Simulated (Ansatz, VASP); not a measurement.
# RbBr in VASP and in Ansatz

```xyz
2
Lattice="0.0000 3.5083 3.5083 3.5785 0.0000 3.5083 3.5785 3.5083 0.0000" Properties=species:S:1:pos:R:3 pbc="T T T"
Rb    3.5785    3.5083    3.5083
Br    0.0000    0.0000    0.0000
```

Change from the starting cell: strain e1 = +0.02, atoms carried along.

Alike in both runs: task single point; functional PBE; k mesh 8 × 8 × 8; occupations gaussian, width 0.05 eV; no spin polarisation.

|  | VASP | Ansatz |
| --- | --- | --- |
| version | VASP 6.6.1 | Ansatz 0.2.0 |
| potentials or method | VASP PAW PBE potentials, release 64 (Rb_sv, Br) | scalar-relativistic, plane waves, PAW |
| plane-wave cutoff (eV) | 520 | 420 |
| valence electrons in the cell | 16 | 16 |

```csv
,VASP,Ansatz,Ansatz less VASP
gap on the k mesh at the Fermi level (eV),4.14,4.14,+0.002
least direct gap on the mesh (eV),4.14,4.14,+0.002
pressure (GPa),-0.2,-0.2,-0.02
largest component of the traceless stress (GPa),0.26,0.26,-0.003
```

The functional is the same, so the differences come from potentials, cutoffs and numerics.

A k mesh can miss the band edges.
